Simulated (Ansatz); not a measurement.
C: levels along high-symmetry lines

```
CELL_PARAMETERS angstrom
1.23000 0.71014 11.15000
-1.23000 0.71014 11.15000
0.00000 -1.42028 11.15000
ATOMIC_POSITIONS crystal
C 0.05000 0.05000 0.05000
C 0.95000 0.95000 0.95000
C 0.28300 0.28300 0.28300
C 0.71700 0.71700 0.71700
```

Atom numbers follow the list: C1, C2, C3, C4.

The cell is COD entry 1000065, as deposited and not checked against the literature; nothing was relaxed.

Level of theory: DFT, PBEsol, all-electron LAPW, scalar-relativistic in Ansatz 0.2.0.

Numerical set-up: a Γ-centred 15×15×15 k mesh, Fermi–Dirac smearing of 0.08 eV, basis error target 1 meV/atom, no spin polarisation.

Points in fractions of the reciprocal vectors of this cell: Γ (0, 0, 0), T (0.5, 0.5, 0.5), H2 (0.831, 0.169, 0.5), H0 (0.5, -0.169, 0.169), L (0.5, 0, 0), S0 (0.335, -0.335, 0), S2 (0.665, 0, 0.335), F (0.5, 0, 0.5). The path joins them by straight lines in the order Γ–T–H2–H0–L–Γ–S0–S2–F; legs that retrace an earlier one aren't tabulated. Energies are in eV from the Fermi level.

(1) Metal or insulator at this level of theory?

(2) Tabulate bands 9 to 14, counted from the lowest band of the run, along the path.

Results:

(1) No gap opens: metallic or semimetallic.

(2) 
```json
{"k (1/Å)": "0.00", "point": "Γ", "band 9": "-3.00", "band 10": "-3.00", "band 11": "-2.99", "band 12": "-2.99", "band 13": "3.20", "band 14": "5.11"}
{"k (1/Å)": "0.04", "point": "", "band 9": "-3.00", "band 10": "-3.00", "band 11": "-2.99", "band 12": "-2.99", "band 13": "3.21", "band 14": "5.04"}
{"k (1/Å)": "0.08", "point": "", "band 9": "-3.00", "band 10": "-3.00", "band 11": "-2.99", "band 12": "-2.99", "band 13": "3.24", "band 14": "4.86"}
{"k (1/Å)": "0.12", "point": "", "band 9": "-3.00", "band 10": "-3.00", "band 11": "-2.99", "band 12": "-2.99", "band 13": "3.30", "band 14": "4.66"}
{"k (1/Å)": "0.16", "point": "", "band 9": "-3.00", "band 10": "-3.00", "band 11": "-2.99", "band 12": "-2.99", "band 13": "3.37", "band 14": "4.46"}
{"k (1/Å)": "0.20", "point": "", "band 9": "-3.00", "band 10": "-3.00", "band 11": "-2.99", "band 12": "-2.99", "band 13": "3.46", "band 14": "4.28"}
{"k (1/Å)": "0.24", "point": "", "band 9": "-3.00", "band 10": "-3.00", "band 11": "-2.99", "band 12": "-2.99", "band 13": "3.54", "band 14": "4.14"}
{"k (1/Å)": "0.28", "point": "T", "band 9": "-3.00", "band 10": "-3.00", "band 11": "-2.99", "band 12": "-2.99", "band 13": "3.58", "band 14": "4.08"}
{"k (1/Å)": "0.52", "point": "", "band 9": "-3.61", "band 10": "-3.60", "band 11": "-3.34", "band 12": "-3.33", "band 13": "3.79", "band 14": "4.28"}
{"k (1/Å)": "0.76", "point": "", "band 9": "-5.07", "band 10": "-5.05", "band 11": "-4.30", "band 12": "-4.28", "band 13": "4.44", "band 14": "4.90"}
{"k (1/Å)": "1.01", "point": "", "band 9": "-6.46", "band 10": "-5.64", "band 11": "-5.62", "band 12": "-5.53", "band 13": "5.51", "band 14": "5.92"}
{"k (1/Å)": "1.25", "point": "", "band 9": "-7.14", "band 10": "-7.12", "band 11": "-5.18", "band 12": "-4.30", "band 13": "5.29", "band 14": "5.56"}
{"k (1/Å)": "1.49", "point": "", "band 9": "-8.60", "band 10": "-8.58", "band 11": "-3.62", "band 12": "-2.84", "band 13": "3.24", "band 14": "3.55"}
{"k (1/Å)": "1.73", "point": "", "band 9": "-9.88", "band 10": "-9.85", "band 11": "-1.91", "band 12": "-1.28", "band 13": "1.42", "band 14": "1.76"}
{"k (1/Å)": "1.97", "point": "H2", "band 9": "-10.64", "band 10": "-10.63", "band 11": "-0.36", "band 12": "-0.01", "band 13": "0.01", "band 14": "0.38"}
{"k (1/Å)": "2.00", "point": "", "band 9": "-10.64", "band 10": "-10.63", "band 11": "-0.36", "band 12": "0.00", "band 13": "0.01", "band 14": "0.37"}
{"k (1/Å)": "2.02", "point": "", "band 9": "-10.64", "band 10": "-10.63", "band 11": "-0.35", "band 12": "-0.01", "band 13": "0.01", "band 14": "0.37"}
{"k (1/Å)": "2.05", "point": "", "band 9": "-10.64", "band 10": "-10.63", "band 11": "-0.35", "band 12": "-0.01", "band 13": "0.01", "band 14": "0.37"}
{"k (1/Å)": "2.08", "point": "", "band 9": "-10.64", "band 10": "-10.63", "band 11": "-0.35", "band 12": "-0.01", "band 13": "0.01", "band 14": "0.37"}
{"k (1/Å)": "2.11", "point": "", "band 9": "-10.64", "band 10": "-10.63", "band 11": "-0.35", "band 12": "-0.01", "band 13": "0.01", "band 14": "0.37"}
{"k (1/Å)": "2.13", "point": "", "band 9": "-10.64", "band 10": "-10.63", "band 11": "-0.36", "band 12": "0.00", "band 13": "0.01", "band 14": "0.37"}
{"k (1/Å)": "2.16", "point": "H0", "band 9": "-10.64", "band 10": "-10.63", "band 11": "-0.36", "band 12": "-0.01", "band 13": "0.01", "band 14": "0.38"}
{"k (1/Å)": "2.28", "point": "", "band 9": "-10.40", "band 10": "-10.36", "band 11": "-0.77", "band 12": "-0.42", "band 13": "0.48", "band 14": "0.70"}
{"k (1/Å)": "2.41", "point": "", "band 9": "-9.66", "band 10": "-9.61", "band 11": "-1.31", "band 12": "-0.95", "band 13": "1.02", "band 14": "1.07"}
{"k (1/Å)": "2.53", "point": "", "band 9": "-8.76", "band 10": "-8.71", "band 11": "-1.77", "band 12": "-1.40", "band 13": "1.31", "band 14": "1.41"}
{"k (1/Å)": "2.65", "point": "", "band 9": "-7.88", "band 10": "-7.84", "band 11": "-2.12", "band 12": "-1.75", "band 13": "1.44", "band 14": "1.65"}
{"k (1/Å)": "2.78", "point": "", "band 9": "-7.13", "band 10": "-7.09", "band 11": "-2.37", "band 12": "-2.00", "band 13": "1.49", "band 14": "1.78"}
{"k (1/Å)": "2.90", "point": "", "band 9": "-6.61", "band 10": "-6.58", "band 11": "-2.53", "band 12": "-2.15", "band 13": "1.51", "band 14": "1.84"}
{"k (1/Å)": "3.03", "point": "L", "band 9": "-6.42", "band 10": "-6.39", "band 11": "-2.58", "band 12": "-2.20", "band 13": "1.52", "band 14": "1.86"}
{"k (1/Å)": "3.24", "point": "", "band 9": "-6.30", "band 10": "-6.27", "band 11": "-3.37", "band 12": "-2.71", "band 13": "2.28", "band 14": "2.78"}
{"k (1/Å)": "3.45", "point": "", "band 9": "-5.95", "band 10": "-5.92", "band 11": "-4.67", "band 12": "-3.83", "band 13": "4.04", "band 14": "4.53"}
{"k (1/Å)": "3.66", "point": "", "band 9": "-5.88", "band 10": "-5.38", "band 11": "-5.36", "band 12": "-4.97", "band 13": "5.78", "band 14": "6.13"}
{"k (1/Å)": "3.87", "point": "", "band 9": "-6.44", "band 10": "-5.91", "band 11": "-4.66", "band 12": "-4.64", "band 13": "4.67", "band 14": "6.44"}
{"k (1/Å)": "4.08", "point": "", "band 9": "-4.76", "band 10": "-4.73", "band 11": "-3.89", "band 12": "-3.87", "band 13": "3.85", "band 14": "5.71"}
{"k (1/Å)": "4.29", "point": "", "band 9": "-3.48", "band 10": "-3.47", "band 11": "-3.25", "band 12": "-3.24", "band 13": "3.36", "band 14": "5.26"}
{"k (1/Å)": "4.50", "point": "Γ", "band 9": "-3.00", "band 10": "-3.00", "band 11": "-2.99", "band 12": "-2.99", "band 13": "3.20", "band 14": "5.11"}
{"k (1/Å)": "4.75", "point": "", "band 9": "-3.63", "band 10": "-3.61", "band 11": "-3.35", "band 12": "-3.34", "band 13": "3.42", "band 14": "5.32"}
{"k (1/Å)": "4.99", "point": "", "band 9": "-5.11", "band 10": "-5.09", "band 11": "-4.33", "band 12": "-4.31", "band 13": "4.07", "band 14": "5.96"}
{"k (1/Å)": "5.24", "point": "", "band 9": "-6.42", "band 10": "-5.69", "band 11": "-5.68", "band 12": "-5.48", "band 13": "5.17", "band 14": "7.01"}
{"k (1/Å)": "5.48", "point": "", "band 9": "-7.21", "band 10": "-7.19", "band 11": "-5.11", "band 12": "-4.24", "band 13": "5.18", "band 14": "5.46"}
{"k (1/Å)": "5.72", "point": "", "band 9": "-8.69", "band 10": "-8.66", "band 11": "-3.52", "band 12": "-2.75", "band 13": "3.12", "band 14": "3.43"}
{"k (1/Å)": "5.97", "point": "", "band 9": "-9.96", "band 10": "-9.93", "band 11": "-1.78", "band 12": "-1.17", "band 13": "1.30", "band 14": "1.64"}
{"k (1/Å)": "6.21", "point": "S0", "band 9": "-10.64", "band 10": "-10.64", "band 11": "-0.35", "band 12": "-0.01", "band 13": "0.01", "band 14": "0.37"}
{"k (1/Å)": "6.24", "point": "", "band 9": "-10.64", "band 10": "-10.64", "band 11": "-0.35", "band 12": "-0.01", "band 13": "0.01", "band 14": "0.36"}
{"k (1/Å)": "6.27", "point": "", "band 9": "-10.64", "band 10": "-10.64", "band 11": "-0.35", "band 12": "0.00", "band 13": "0.00", "band 14": "0.36"}
{"k (1/Å)": "6.29", "point": "", "band 9": "-10.64", "band 10": "-10.64", "band 11": "-0.34", "band 12": "0.00", "band 13": "0.00", "band 14": "0.36"}
{"k (1/Å)": "6.32", "point": "", "band 9": "-10.64", "band 10": "-10.64", "band 11": "-0.34", "band 12": "0.00", "band 13": "0.00", "band 14": "0.36"}
{"k (1/Å)": "6.35", "point": "", "band 9": "-10.64", "band 10": "-10.64", "band 11": "-0.35", "band 12": "0.00", "band 13": "0.00", "band 14": "0.36"}
{"k (1/Å)": "6.37", "point": "", "band 9": "-10.64", "band 10": "-10.64", "band 11": "-0.35", "band 12": "-0.01", "band 13": "0.01", "band 14": "0.36"}
{"k (1/Å)": "6.40", "point": "S2", "band 9": "-10.64", "band 10": "-10.64", "band 11": "-0.35", "band 12": "-0.01", "band 13": "0.01", "band 14": "0.37"}
{"k (1/Å)": "6.52", "point": "", "band 9": "-10.31", "band 10": "-10.27", "band 11": "-0.86", "band 12": "-0.50", "band 13": "0.57", "band 14": "0.76"}
{"k (1/Å)": "6.64", "point": "", "band 9": "-9.56", "band 10": "-9.50", "band 11": "-1.37", "band 12": "-1.01", "band 13": "1.08", "band 14": "1.11"}
{"k (1/Å)": "6.76", "point": "", "band 9": "-8.68", "band 10": "-8.62", "band 11": "-1.80", "band 12": "-1.44", "band 13": "1.33", "band 14": "1.44"}
{"k (1/Å)": "6.88", "point": "", "band 9": "-7.82", "band 10": "-7.78", "band 11": "-2.14", "band 12": "-1.77", "band 13": "1.44", "band 14": "1.66"}
{"k (1/Å)": "7.00", "point": "", "band 9": "-7.10", "band 10": "-7.06", "band 11": "-2.38", "band 12": "-2.01", "band 13": "1.49", "band 14": "1.78"}
{"k (1/Å)": "7.12", "point": "", "band 9": "-6.60", "band 10": "-6.57", "band 11": "-2.53", "band 12": "-2.16", "band 13": "1.51", "band 14": "1.84"}
{"k (1/Å)": "7.25", "point": "F", "band 9": "-6.42", "band 10": "-6.39", "band 11": "-2.58", "band 12": "-2.20", "band 13": "1.52", "band 14": "1.86"}
```
